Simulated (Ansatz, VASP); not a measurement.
Si3N4 in VASP and in Ansatz

```xyz
14
Lattice="7.6080 0.0000 0.0000 -3.8040 6.5887 0.0000 0.0000 0.0000 2.9110" Properties=species:S:1:pos:R:3 pbc="T T T"
Si    5.1796    1.1454    0.7278
Si    1.5979    5.0584    2.1833
Si    4.0263    3.9130    0.7278
Si   -1.3756    5.4434    2.1833
Si    2.2061    1.5304    0.7278
Si   -0.2223    2.6757    2.1833
N    -1.0274    2.1725    0.7278
N     5.2129    0.1965    2.1833
N     2.4363    4.6127    0.7278
N     4.8314    4.4162    2.1833
N    -1.4089    6.3922    0.7278
N     1.3677    1.9760    2.1833
N     3.8040    2.1962    0.7278
N     0.0000    4.3925    2.1833
```

Alike in both runs: functional PBE; k mesh 3 × 3 × 7; no spin polarisation.

Ansatz relaxed the structure, and its values are those at the end. VASP's run is a single point on that final structure, the one shown.

|  | VASP | Ansatz |
| --- | --- | --- |
| version | VASP 6.6.1 | Ansatz 0.2.0 |
| potentials or method | VASP PAW PBE potentials, release 64 (Si, N) | scalar-relativistic, plane waves, PAW |
| plane-wave cutoff (eV) | 520 | 420 |
| occupations | gaussian, width 0.01 eV | fixed |
| valence electrons in the cell | 64 | 64 |

```csv
,VASP,Ansatz,Ansatz less VASP
gap on the k mesh at the Fermi level (eV),4.30,4.31,+0.012
least direct gap on the mesh (eV),4.50,4.51,+0.012
pressure (GPa),4.5,4.8,+0.29
```

Ansatz warned: «stress_scf_threshold_loose».

Caveats: an odd mesh through Γ misses points on the zone boundary, where band edges often lie. A hybrid or GW would open this gap; PBE tends to underestimate it.
